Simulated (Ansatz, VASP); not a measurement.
# BiTe in VASP and in Ansatz

File INCAR:

```
SYSTEM = BiTe
PREC = Accurate
ENCUT = 520
EDIFF = 1E-6
ISMEAR = 0
SIGMA = 0.05
LREAL = .False.
LASPH = .True.
NELM = 100
ALGO = Normal
ISIF = 2
LWAVE = .False.
LCHARG = .False.
GGA = PE
NBANDS = 18
```

The input KPOINTS:

```
Automatic mesh
0
Gamma
  10 10 10
  0 0 0
```

The input POSCAR:

```
BiTe
1.0
    4.0396278141      0.0000000000      0.0000000000
    0.0000000000      4.0396278141      0.0000000000
    0.0000000000      0.0000000000      4.0396278141
Bi Te
1 1
Direct
    0.0000000000      0.0000000000      0.0000000000
    0.5000000000      0.5000000000      0.5000000000
```

Input for Ansatz:

```yaml
crystal:
  lattice:
    - [4.0396278141, 0.0, 0.0]
    - [0.0, 4.0396278141, 0.0]
    - [0.0, 0.0, 4.0396278141]
  atoms:
    - { symbol: Bi, position: [0.0, 0.0, 0.0] }
    - { symbol: Te, position: [0.5, 0.5, 0.5] }
basis:
  ecutwfc: 420
  ecutrho_ratio: 4
kpoints:
  mp_grid: { grid: [10, 10, 10] }
hamiltonian:
  xc: pbe
scf:
  occupations: { method: gaussian, width: 0.05 }
output:
  forces: true
  stress: true
  eigenvalues: true
```

Alike in both runs: task single point; functional PBE; k mesh 10 × 10 × 10; occupations gaussian, width 0.05 eV; no spin polarisation.

|  | VASP | Ansatz |
| --- | --- | --- |
| version | VASP 6.6.1 | Ansatz 0.2.0 |
| potentials or method | VASP PAW PBE potentials, release 64 (Bi_d, Te) | scalar-relativistic, plane waves, PAW |
| plane-wave cutoff (eV) | 520 | 420 |
| valence electrons in the cell | 21 | 31 |

```tsv
	VASP	Ansatz	Ansatz less VASP
gap on the k mesh at the Fermi level (eV)	none	none	-
pressure (GPa)	-4.1	-4.1	+0.08
```

A gap of «none» marks a metal or a gap that the smearing closes. The two sets of potentials don't hold the same shells in valence.

Caveats: spin-orbit coupling is left out, which moves the levels of the heavy elements.
